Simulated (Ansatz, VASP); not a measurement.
**Two plane-wave programs on C**

```
C
1.0
     8.85929    0.13958    0.00000
     0.04548    2.90118    0.00000
     0.00000    0.00000   27.54815
C
8
Cartesian
  2.1840 0.6800 8.8107
  6.6539 0.9108 8.6650
  2.2061 2.1314 8.8105
  6.6760 2.3612 8.6652
  2.2948 0.6790 7.3371
  6.6326 0.9102 7.1871
  2.3165 2.1291 7.3369
  6.6553 2.3613 7.1875
```

Change from the starting cell: the structure that the rattled cell fell into.

Alike in both runs: task single point; functional PBE; k mesh 2 × 6 × 1; occupations gaussian, width 0.1 eV; no spin polarisation.

|  | VASP | Ansatz |
| --- | --- | --- |
| version | VASP 6.6.1 | Ansatz 0.2.0 |
| potentials or method | VASP PAW PBE potentials, release 64 (C) | scalar-relativistic, plane waves, PAW |
| plane-wave cutoff (eV) | 520 | 420 |
| valence electrons in the cell | 32 | 32 |

Ansatz gave:

| Quantity | Value |
| --- | --- |
| gap on the k mesh at the Fermi level (eV) | 0.02 |
| least direct gap on the mesh (eV) | 0.02 |
| rms of the force components (eV/Å) | 0.196 |

Problem. What did VASP give for the same quantities?

Solution. gap on the k mesh at the Fermi level (eV): 0.02; least direct gap on the mesh (eV): 0.02; rms of the force components (eV/Å): 0.227.

Atom by atom the forces differ by 0.031 eV/Å (rms over components).
